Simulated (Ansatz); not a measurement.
**Zn4Se: competing structures**

Method: DFT PBE, scalar-relativistic, plane waves, PAW (Ansatz 0.2.0). Settings: cutoff 420 eV, Γ-centred meshes spaced at most about 0.3 Å⁻¹, and about 0.25 Å⁻¹ or finer for metals (2π included), Gaussian smearing. No spin polarisation.

Energies over the elements count from the elements' standard structures at the same level, with no fitted energy shifts.

All energies are static (0 K, no zero-point motion). Only the structures computed here compete, so a lower one can exist. The reference form of Se is held partly by dispersion forces, which this level lacks.

Invented guesses were relaxed alike, and ends that match in structure were merged. ΔE counts from the first row. Coordination counts Zn atoms around Se (those within 1.25 times the shortest such distance or 1.15 times the sum of covalent radii). The ends were matched against large subsets of the Crystallography Open Database and the Materials Project, so a missing match doesn't prove that a structure is unreported.

| # | reached from | type and space group | atoms | Å³/atom | coordination | ΔE (meV/atom) | gap on mesh (eV) | in databases |
| --- | --- | --- | --- | --- | --- | --- | --- | --- |
| 1 | SnI4 type (P-43m) | P-43m (No. 215) | 5 | 19.9 | Se 4 | 0 | 0.00 | no match |
| 2 | SnF4 type (I4/mmm) | I4/mmm (No. 139) | 5 | 20.9 | Se 6 | 166 | 0.00 | no match |
| 3 | H4C type (I-43m), changed on relaxing | Im-3m (No. 229) | 5 | 22.0 | Se 8 | 309 | 0.00 | no match |
| 4 | SO4 type (F-43m) | F-43m (No. 216) | 5 | 41.4 | Se 4 | 322 | 0.00 | no match |

The lowest: Space group P-43m (No. 215), cubic, a = 4.631 Å. Around Zn lie 1 Se at 2.43 Å and 3 Zn at 2.58 Å; Se is surrounded by 4 Zn at 2.43 Å. Its energy over the elements is +0.08 eV/atom. It can't be a ground state, since the elements alone are lower. An observed structure of this formula, if there is one, may be missing.

```cif
data_structure
_symmetry_space_group_name_H-M 'P-43m'
_symmetry_Int_Tables_number 215
_cell_length_a 4.6307
_cell_length_b 4.6307
_cell_length_c 4.6307
_cell_angle_alpha 90.000
_cell_angle_beta 90.000
_cell_angle_gamma 90.000
_cell_volume 99.30
loop_
_atom_site_label
_atom_site_type_symbol
_atom_site_symmetry_multiplicity
_atom_site_Wyckoff_symbol
_atom_site_fract_x
_atom_site_fract_y
_atom_site_fract_z
_atom_site_occupancy
Zn1 Zn 4 e 0.30316 0.30316 0.30316 1
Se1 Se 1 a 0.00000 0.00000 0.00000 1
```

The second: Space group I4/mmm (No. 139), tetragonal, a = 5.190 Å, c = 7.741 Å. Around Zn on a site of symmetry 4mm lie 1 Zn at 2.56 Å, 1 Se at 2.59 Å and 4 Zn at 2.89 Å; around Zn on a site of symmetry mmm lie 2 Se at 2.59 Å and 4 Zn at 2.89 Å; Se has 6 Zn at 2.59 Å. Counting Zn atoms around Se, the first has Se 4 and the second has Se 6. Cells relaxed within their symmetry can be saddle points.

```yaml
crystal:
  lattice:
    - [-2.59495, 2.59495, 3.87043]
    - [2.59495, -2.59495, 3.87043]
    - [2.59495, 2.59495, -3.87043]
  atoms:
    - { symbol: Zn, position: [0.33490, 0.33490, 0.00000] }
    - { symbol: Zn, position: [0.66510, 0.66510, 0.00000] }
    - { symbol: Zn, position: [0.50000, 0.00000, 0.50000] }
    - { symbol: Zn, position: [0.00000, 0.50000, 0.50000] }
    - { symbol: Se, position: [0.00000, 0.00000, 0.00000] }
```

Some types were kept out of the candidates beforehand, so the set may lack a known form.
